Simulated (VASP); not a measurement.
**GaS: band structure with PBE0**

**Measured values to compare with.**

From “Vapor-liquid-solid growth of highly-mismatched semiconductor nanowires with high-fidelity van der Waals layer stacking”, 2022, arxiv:2211.03366, for a bulk crystal of GaS at 300 K: band gap 2.53 eV (indirect).

GaS:

```
Ga S
1.0
     3.58824    0.00000    0.00000
    -1.79412    3.10751    0.00000
     0.00000    0.00000   15.42278
Ga S
4 4
Direct
  0.33333 0.66667 0.17063
  0.66667 0.33333 0.67063
  0.33333 0.66667 0.32937
  0.66667 0.33333 0.82937
  0.33333 0.66667 0.59996
  0.66667 0.33333 0.09996
  0.33333 0.66667 0.90004
  0.66667 0.33333 0.40004
```

```json
{
  "Program": "VASP 6.6.1",
  "Task": "band structure",
  "Functional": "PBE0",
  "Potentials or basis": "VASP PAW PBE potentials, release 64 (Ga_d, S)",
  "Cutoff": "520 eV",
  "k mesh": "6 × 6 × 1",
  "Occupations": "gaussian, width 0.03 eV",
  "Spin": "no spin polarisation",
  "Grid for exact exchange (PRECFOCK)": "Fast",
  "Exchange at q = 0": "truncated",
  "Further INCAR settings": "ALGO = Normal; EDIFF = 1e-06; NBANDS = 48"
}
```

```yaml
Pressure: -0.1 GPa
Largest_force: 0.337 eV/Å
Band_gap_on_the_k_mesh: 2.99 eV, indirect (least direct gap 3.39 eV)
Band_gap_along_the_path: 2.99 eV, indirect (least direct gap 3.39 eV)
```

Forces on the atoms (eV/Å):
```
Ga   0.000  0.000 -0.249
Ga   0.000  0.000 -0.249
Ga   0.000  0.000  0.249
Ga   0.000  0.000  0.249
S    0.000  0.000  0.337
S    0.000  0.000  0.337
S    0.000  0.000 -0.337
S    0.000  0.000 -0.337
```

Stress tensor (GPa, compression positive):
```
-0.18  0.00  0.00
 0.00 -0.18  0.00
 0.00  0.00  0.17
```

Levels at points of the mesh, in eV from the valence-band top:
| k point | band 34 | band 35 | band 36 | band 37 | band 38 | band 39 | band 40 | band 41 | band 42 | band 43 |
| --- | --- | --- | --- | --- | --- | --- | --- | --- | --- | --- |
| (0.00, 0.00, 0.00) | -1.62 | -1.54 | -1.51 | -1.51 | 0.00 | 3.39 | 4.10 | 4.56 | 4.78 | 6.40 |
| (0.50, 0.00, 0.00) | -2.98 | -2.78 | -2.63 | -2.35 | -1.77 | 2.99 | 3.38 | 3.54 | 4.12 | 5.62 |

It took 28 min on 4 MPI ranks on Intel(R) Xeon(R) Platinum 8375C CPU @ 2.90GHz (Ice Lake) (shared host), peak memory 0.42 GiB a rank.

Measured gap of GaS: 2.53 eV (indirect; 300 K; quoted in “Vapor-liquid-solid growth of highly-mismatched semiconductor nanowires with high-fidelity van der Waals layer stacking”, 2022, arxiv:2211.03366). This calculation gives 2.99 eV (+0.46 eV). 2 values of this kind are on record (2.53 to 2.59 eV); this one was drawn at random. Spin-orbit coupling on Ga is left out. The value is that of PBE0, without temperature or zero-point motion.

Caveat: the PAW data sets were made with another functional, which shifts forces and pressure a little; this functional lacks dispersion, which binds the layers, so the pressure and a relaxed spacing across them are unreliable.
